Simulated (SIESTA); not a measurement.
The system is CdS (Greenockite).

```xyz
4
Lattice="4.1500 0.0000 0.0000 -2.0750 3.5940 0.0000 0.0000 0.0000 6.7370" Properties=species:S:1:pos:R:3 pbc="T T T"
Cd    2.0750    1.1980    3.3685
Cd    0.0000    2.3960    0.0000
S     2.0750    1.1980    5.8949
S     0.0000    2.3960    2.5264
```

Program: SIESTA 5.4.2. Alike in all runs: no spin polarisation; cell as given; smearing fermi-dirac 0.05 eV; grid cutoff 800 Ry.

Problem. Order these runs on this cell by their band gap on the k mesh, lowest first.
A. level LDA; potentials or basis PseudoDojo 0.4 standard (LDA files), TZP (energy shift 0.003 Ry; two zetas on semicore shells); k mesh 5 × 5 × 3; wannier functions 26; bands left out below 0; projections ["Cd:s", "Cd:p", "Cd:d", "S:s", "S:p"]; wannier mesh 4 × 4 × 2; energy shift 0.003 Ry
B. level PBEsol; potentials or basis PseudoDojo 0.4 standard (PBEsol files), DZP (energy shift 0.003 Ry; two zetas on semicore shells); k mesh 7 × 7 × 4; energy shift 0.003 Ry
C. level PBE; potentials or basis PseudoDojo 0.5 standard (PBE files), DZP (energy shift 0.002 Ry); k mesh 7 × 7 × 4; energy shift 0.002 Ry

Solution. A (1.09 eV), B (1.27 eV), C (1.42 eV).

Caveats: the basis of atomic orbitals isn't converged, which shifts pressures, moduli and gaps; an odd mesh through Γ misses points on the zone boundary, where band edges often lie (some runs).

Not every run made on this cell is shown here.
